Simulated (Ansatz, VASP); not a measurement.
**Mg in VASP and in Ansatz**

```
Mg
1.0
     3.20930    0.00000    0.00000
    -1.60465    2.77934    0.00000
     0.00000    0.00000    5.21030
Mg
2
Direct
  0.33333 0.66667 0.25000
  0.66667 0.33333 0.75000
```

Alike in both runs: task single point; functional r2SCAN; k mesh 6 × 6 × 4; occupations gaussian, width 0.1 eV; no spin polarisation.

```csv
,VASP,Ansatz
version,VASP 6.6.1,Ansatz 0.2.0
potentials or method,"VASP PAW PBE potentials, release 64 (Mg)","scalar-relativistic, plane waves, PAW"
plane-wave cutoff (eV),520,500
valence electrons in the cell,4,20
```

|  | VASP | Ansatz | Ansatz less VASP |
| --- | --- | --- | --- |
| gap on the k mesh at the Fermi level (eV) | none | none | - |
| pressure (GPa) | -1.2 | -1.0 | +0.26 |
| largest component of the traceless stress (GPa) | 0.51 | 0.52 | +0.015 |

A gap of «none» marks a metal or a gap that the smearing closes. The two sets of potentials don't hold the same shells in valence.

Caveats: the k mesh is coarse (spacing up to 0.38 Å⁻¹), so the values aren't converged; the PAW data sets were made with another functional, which shifts forces and pressure a little (VASP).
